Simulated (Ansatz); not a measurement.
# Cu: how settings move the results

An exercise on one series of results from a longer session: the logs are not shown, and one member is left open.

Method: DFT PBEsol, scalar-relativistic, plane waves, PAW for the base; runs at other levels say so in their headings and inputs, unless a step's input says otherwise, in Ansatz 0.2.0.

1 further run of the same task is left out (set aside as unsound or not needed). Runs told in other sessions of the task aren't counted.

## The system as given

The structure is tetragonal, space group I4/mmm (No. 139). Conventional cell: a = 2.886 Å, b = 2.886 Å, c = 2.752 Å, α = 90.00°, β = 90.00°, γ = 90.00°. Around Cu (site symmetry 4/mmm) lie 10 Cu at 2.46 to 2.75 Å.

Coordinates:

```
Cu
1.0
    -1.44279    1.44279    1.37608
     1.44279   -1.44279    1.37608
     1.44279    1.44279   -1.37608
Cu
1
Cartesian
  0.0000 0.0000 0.0000
```

Source of the structure: the Materials Project (structure only). It is taken as it stands there.

## The base run, which the others are set against

The input, input.yaml:

```yaml
crystal:
  lattice:
    - [-1.44279332, 1.44279332, 1.37608145]
    - [1.44279332, -1.44279332, 1.37608145]
    - [1.44279332, 1.44279332, -1.37608145]
  atoms:
    - { symbol: Cu, position: [0.0, 0.0, 0.0] }
basis:
  ecutwfc: 420
kpoints:
  mp_grid: { grid: [20, 20, 20] }
hamiltonian:
  xc: pbesol
scf:
  occupations: { method: gaussian, width: 0.1 }
output:
  forces: true
  stress: true
  eigenvalues: true
  populations: true
```

It was run beforehand and gave: -6588.7320 eV/atom at zero smearing, pressure -1.42 GPa, largest force 0.000 eV/Å, no gap on the mesh, in 6 SCF cycles and 15 s.

Set-up of the first run:

The input, input.yaml:

```yaml
crystal:
  lattice:
    - [-1.44279332, 1.44279332, 1.37608145]
    - [1.44279332, -1.44279332, 1.37608145]
    - [1.44279332, 1.44279332, -1.37608145]
  atoms:
    - { symbol: Cu, position: [0.0, 0.0, 0.0] }
basis:
  ecutwfc: 420
kpoints:
  mp_grid: { grid: [20, 20, 20] }
hamiltonian:
  xc: lda
scf:
  occupations: { method: gaussian, width: 0.1 }
output:
  forces: true
  stress: true
  eigenvalues: true
relax:
  adjacent_minimum: "off"
  f_tol: 0.01
  max_steps: 60
  cell: { stress_tol: 0.05 }
```

Launch:

```bash
ansatz run input.yaml --threads 1 --pin off --max-ram 2560MiB --backend cpu --events-out ev --progress --plain --runs-dir out
```

Among the steps run: Relaxation, functional: LDA; Relaxation, functional: PBEsol; Relaxing with functional PBE; Relaxing with functional r2SCAN.

One of the session's tables, all rows but one given; the rest of the session is left out.

It belongs to the step «What the functional of a full relaxation changes». 

```
functional  a (Å)  c (Å)  volume (Å³/atom)
       LDA  2.855  2.682             10.93
    PBEsol  2.890  2.720             11.36
       PBE      ?      ?                 ?
    r2SCAN  2.895  2.739             11.48
```

Q: Estimate the row for PBE from the others.

**Answer.** a (Å): 2.951; c (Å): 2.759; volume (Å³/atom): 12.01. In the column «a (Å)» it is the highest.
